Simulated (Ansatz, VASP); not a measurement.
Given: the input of a run of Ansatz 0.2.0 on Ag.

The input input.yaml:

```yaml
crystal:
  lattice:
    - [0.0, 2.0696313722, 2.0696313722]
    - [2.0696313722, 0.0, 2.0696313722]
    - [2.0696313722, 2.0696313722, 0.0]
  atoms:
    - { symbol: Ag, position: [0.0, 0.0, 0.0] }
hamiltonian:
  xc: pbesol
  pseudopotentials: { kind: paw_fr }
  dispersion: d4
magnetization:
  noncollinear: true
  spin_orbit: true
kpoints:
  mp_grid: { grid: [8, 8, 8] }
scf:
  occupations: { method: methfessel_paxton, width: 0.1 }
output:
  forces: true
  stress: true
  eigenvalues: true
```

Potentials or basis: Ansatz PAW.

The run is started by

```bash
$ ansatz run input.yaml --threads 2 --pin off --max-ram 5632MiB --backend cpu --events-out ev --progress --plain --runs-dir out
```

Q: Translate it to VASP 6.6.1. Potentials there: VASP PAW PBE potentials, release 64 (Ag).

A: As run (the cutoff follows the program's own potentials):

Contents of INCAR:

```
SYSTEM = Ag
PREC = Accurate
ENCUT = 520
EDIFF = 1E-6
ISMEAR = 1
SIGMA = 0.1
LREAL = .False.
LASPH = .True.
NELM = 150
ALGO = Normal
ISIF = 2
LWAVE = .False.
LCHARG = .False.
MAGMOM = 0 0 0
LORBIT = 11
LSORBIT = .True.
GGA_COMPAT = .False.
LORBMOM = .True.
LMAXMIX = 4
GGA = PS
IVDW = 13
NBANDS = 22
```

File KPOINTS:

```
Automatic mesh
0
Gamma
  8 8 8
  0 0 0
```

Contents of POSCAR:

```
Ag
1.0
    0.0000000000      2.0696313722      2.0696313722
    2.0696313722      0.0000000000      2.0696313722
    2.0696313722      2.0696313722      0.0000000000
Ag
1
Direct
    0.0000000000      0.0000000000      0.0000000000
```

Potentials or basis: VASP PAW PBE potentials, release 64 (Ag).

The run is started by

```sh
$ cat potpaw_PBE.64/Ag/POTCAR > POTCAR
$ mpirun -np 1 vasp_ncl > vasp.out
```

Both were run:

|  | VASP | Ansatz | Ansatz less VASP |
| --- | --- | --- | --- |
| gap on the k mesh at the Fermi level (eV) | none | none | - |
| pressure (GPa) | -8.7 | -8.6 | +0.13 |
| net moment per atom (μB) | 0.00 | 0.00 | 0.000 |
| dispersion energy (meV/atom) | -319.0 | -319.1 | -0.13 |

A gap of «none» marks a metal or a gap that the smearing closes. The two sets of potentials don't hold the same shells in valence.

Caveats: the PAW data sets were made with another functional, which shifts forces and pressure a little (VASP); pairwise dispersion overbinds metals, which lowers pressure and volume (Ansatz); the PAW data sets come from PBE, with cores solved anew for the run's functional, which leaves a small shift of forces and pressure (Ansatz).
